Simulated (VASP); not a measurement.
# RbBr: single point with PBEsol

Crystal: RbBr.

```
Rb Br
1.0
     0.00000    3.48000    3.48000
     3.48000    0.00000    3.48000
     3.48000    3.48000    0.00000
Rb Br
1 1
Direct
  0.00000 0.00000 0.00000
  0.50000 0.50000 0.50000
```

The cell was built by a generator and isn't the measured one.

```yaml
Program: VASP 6.6.1
Task: single point
Functional: PBEsol
Potentials_or_basis: VASP PAW PBE potentials, release 64 (Rb_sv, Br)
Cutoff: 520 eV
k_mesh: 4 × 4 × 4
Occupations: gaussian, width 0.05 eV
Spin: no spin polarisation
```

| Quantity | Value |
| --- | --- |
| Pressure | -0.6 GPa |
| Band gap on the k mesh | 4.11 eV, direct |

Levels at points of the mesh, in eV from the valence-band top:
| k point | band 5 | band 6 | band 7 | band 8 | band 9 | band 10 | band 11 | band 12 |
| --- | --- | --- | --- | --- | --- | --- | --- | --- |
| (0.00, 0.00, 0.00) | -8.54 | 0.00 | 0.00 | 0.00 | 4.11 | 7.19 | 7.19 | 7.19 |
| (0.50, 0.00, 0.00) | -8.50 | -0.94 | -0.32 | -0.32 | 6.56 | 7.46 | 9.30 | 9.30 |
| (0.50, 0.50, 0.00) | -8.60 | -0.47 | -0.16 | -0.16 | 5.55 | 6.85 | 8.83 | 9.06 |

Run time: 13 s on 1 thread of Intel(R) Xeon(R) Platinum 8488C (Sapphire Rapids), on a shared host, peak memory 0.23 GiB.

Caveat: the PAW data sets were made with another functional, which shifts forces and pressure a little. A hybrid or GW would open this gap; PBEsol tends to underestimate it.
